**Q:** For magnesium sulfide I have seven projections, each with a number of electrons and an energy. Which of them carry the filled states?

Filled states of MgS, calculated with OpenMX 3.8.5 using PBE-D3, the OpenMX 2013 PBE potentials and the basis sets S7.0-s2p2d1f1 and Mg7.0-s3p2d1. The k mesh is 9×9×9 for the self-consistent run and 12×12×12 for the density of states. The Mulliken projections cover the range from −12 eV to the top of the valence band, which is the zero of energy.

```tsv
projection name	projection electrons (e)	projection band centre (eV)
S1_s	1.600	-11.060
S1_p	4.560	-2.120
S1_d	0.060	-2.380
S1_f	0.080	-3.780
Mg2_s	0.380	-3.930
Mg2_p	0.760	-3.620
Mg2_d	0.460	-2.860
```

**A:** Two rows do most of the work: S1_p with 4.56 electrons and S1_s with 1.60. Each row collects the part of the filled states that is assigned to one kind of function on one atom, so S1_p stands for the p functions on sulfur. The band centre is the mean energy of that part, measured from the top of the valence band. All four sulfur rows together hold about 80% of the electrons counted.

Chemistry leads us to expect this. Magnesium has two loosely bound 3s electrons, and sulfur has two vacancies in its 3p shell. In the solid the filled bands are therefore built mainly from sulfur 3s and 3p orbitals, while the magnesium 3s orbital goes chiefly into the empty bands.

**Q:** Why does the sulfur s row lie so much deeper than the sulfur p row?

**A:** The two centres are 8.94 eV apart, and most of that distance comes from the sulfur atom itself. A 3s electron spends more time close to the nucleus than a 3p electron does. There it is less screened by the inner shells, feels a stronger attraction and is bound more tightly. In the free atom the two levels are already separated by a distance of similar size.

The crystal broadens each level into bands but leaves the order as it was. For each formula unit there is one deep band of mainly sulfur 3s character and a group of three upper bands of mainly sulfur 3p character. With two electrons in each band, they hold two and six electrons.

**Q:** That makes eight. My column adds up to 7.90, and the calculation treats 14 electrons. Where are the others?

**A:** Six of the 14 fill the magnesium 2p shell, which lies far below the energy window. The row Mg2_p, with its 0.76 electrons, is therefore not that shell. It belongs to the same sulfur-like bands as everything else in the table.

The remaining 0.10 electron is a smaller matter, but it is more than rounding. The counts appear to move in steps of 0.02, so each of the seven can be off by 0.01, and their sum by 0.07 at most. The same step tells you which digits to read: S1_d and S1_f differ by a single step, so the size of their difference means little, although rounding cannot have reversed their order.

**Q:** The magnesium s row has its centre at −3.93 eV. Should I look for a magnesium level near −4 eV?

**A:** That number is an average, and an average can fall where there are few states or none. Suppose that a small part of Mg2_s sits in the deep band and the rest in the upper bands. The mean then lands between the two, closer to the larger part.

We can estimate how large the small part is. Take the S1_s centre, −11.06 eV, as the energy of the deep band, and the S1_p centre, −2.12 eV, as that of the upper bands. The Mg2_s centre lies 3.93 − 2.12 = 1.81 eV below the upper one, out of a full distance of 8.94 eV. The deep share is the ratio of the two, about 20%.

Of the 0.38 electrons in this row, about 0.08 would then belong to the deep band and 0.30 to the upper bands. On this reading the row has no level of its own. It is a magnesium contribution to bands that are mostly sulfur.

**Q:** How far can I trust such an estimate?

**A:** It can be held against the number of electrons that the bands must contain. Treat every row in the same way and add up the parts: the deep band receives 1.86 electrons and the upper bands 6.04. The ideal numbers are two and six. Because the two sums are tied to the total of 7.90, this is one test and not two.

The test does have some force. Imagine that S1_s alone made up the deep band. The other six rows, 7.90 − 1.60 = 6.30 electrons, would then have to fit into three bands that hold only six, and rounding is too small to make room for them. Give or take the rounding, at least 0.3 electron from the other rows must therefore sit in the deep band, and the estimate finds 1.86 − 1.60 = 0.26.

The share of a single row is much less certain than the sum. I assumed that the upper part of Mg2_s has the same mean energy as S1_p. If it lay 1 eV lower, the deep share would drop from 20% to 10%. A shift in that direction is to be expected: the empty magnesium 3s level lies above these bands and pushes down the states it mixes with, so the magnesium s part should gather low in the upper bands. A peak of it near −4 eV is therefore not ruled out, but it would still belong to a mostly sulfur band. Read it as a minor part, not as a measured fraction.

**Q:** The magnesium rows add up to 1.60 electrons. A neutral magnesium atom has two outside its 2p shell. Has it hardly given anything away?

**A:** That conclusion asks too much of the projection. The calculation describes the electrons with functions centred on the atoms, and a function's label tells you where it is centred, not where all of its density lies. The magnesium functions extend to about 3.7 Å, while the nearest sulfur nucleus is only 2.6 Å away. They can therefore help to describe charge that surrounds sulfur.

The projection credits such charge partly to magnesium, because it follows the label of the function. This also offers a natural reading of the magnesium share in the sulfur 3s band: magnesium functions help to shape the outer part of the sulfur density. The same holds for Mg2_p and Mg2_d, whose counts need not mean that magnesium 3p or 3d orbitals are occupied as they would be in an atom.

A different set of functions would divide the same density differently, and the counts would move although the material had not changed. The 1.60 electrons are thus a poor measure of how ionic the compound is. The broad assignment of the bands rests on firmer ground, since it agrees with the atomic order of the levels and with the number of electrons each band can hold. By the estimate above, S1_s makes up about 86% of the deep band and S1_p about 75% of the upper ones; these percentages, too, depend on the functions used.

**Q:** What would happen if I changed the window, or replaced sulfur by oxygen?

**A:** Raise the floor of the window from −12 to −8 eV and the sulfur 3s band drops out. S1_s loses nearly all its electrons, and about six remain in the whole table. The Mg2_s centre moves up as well, because its deep part no longer pulls the average down. Nothing in the crystal has changed, only the range over which the average is taken.

Lower the floor far enough to include the magnesium 2p shell and the opposite happens. The Mg2_p count rises to about 0.76 + 6 = 6.76, and its centre plunges, since most of the row is now an inner shell. Two tables of band centres can therefore be compared only if their windows hold the same bands.

Oxygen puts this rule to use. Its 2s level lies further below its 2p level than 3s lies below 3p in sulfur, because the second shell is more compact and the s electron gains more from being close to the nucleus. The s band of the oxide would fall below a floor of −12 eV, and a table made with this window would show the oxygen p bands almost alone.

**Q:** Could the floor also explain the 0.10 electron that we left open?

**A:** It is my first suspect. The floor lies only 0.94 eV below the S1_s centre, and a band has width, so its lower edge may be cut off. The broadening used to draw the density of states could also push some charge out of the window. A floor a few eV lower, still well above the magnesium 2p shell, would be the next thing to try: if the sum rises to eight, the charge was lost at the bottom of the window, and if it stays at 7.90, the cause lies elsewhere. In the first case the S1_s centre should also move down a little, because the lowest part of its band had been missing from the average.
